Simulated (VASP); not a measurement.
Crystal: CaSe.

```
CELL_PARAMETERS angstrom
0.00000 2.95600 2.95600
2.95600 0.00000 2.95600
2.95600 2.95600 0.00000
ATOMIC_POSITIONS crystal
Se 0.50000 0.50000 0.50000
Ca 0.00000 0.00000 0.00000
```

Base run:

* Program: VASP 6.6.1
* Functional: TB-mBJ
* Potentials or basis: VASP PAW PBE potentials, release 64 (Se, Ca_sv)
* Cutoff: 520 eV
* k mesh: 8 × 8 × 8
* Occupations: gaussian, width 0.02 eV
* Spin: no spin polarisation

Its results: band gap on the k mesh 2.86 eV, indirect (least direct gap 3.70 eV).

Task: The run is repeated on the same cell with these changes: functional from TB-mBJ to LDA; potentials or basis from VASP PAW PBE potentials, release 64 (Se, Ca_sv) to VASP PAW LDA potentials, release 64 (Se, Ca_sv). What comes out?

Result: Band gap on the k mesh 1.86 eV, indirect (least direct gap 2.80 eV).
